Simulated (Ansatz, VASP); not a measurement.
**One calculation of TiN, two programs**

```xyz
2
Lattice="0.0000 2.0859 2.0859 2.0859 0.0000 2.0859 2.0859 2.0859 0.0000" Properties=species:S:1:pos:R:3 pbc="T T T"
Ti    0.0000    0.0000    0.0000
N     2.0859    2.0859    2.0859
```

The cell was relaxed by an earlier calculation.

Alike in both runs: task single point; functional LDA; k mesh 17 × 17 × 17; occupations fermi-dirac, width 0.08 eV; no spin polarisation.

|  | VASP | Ansatz |
| --- | --- | --- |
| version | VASP 6.6.1 | Ansatz 0.2.0 |
| potentials or method | VASP PAW LDA potentials, release 64 (Ti_sv, N), cutoff 520 eV | all-electron LAPW, scalar-relativistic |

Ansatz gave:

- pressure (GPa): 0.2

Problem. Which values does VASP return?

Solution. Pressure (GPa): 1.1.

Ansatz ran all-electron here, so the differences hold the error of VASP's frozen core and of both bases.
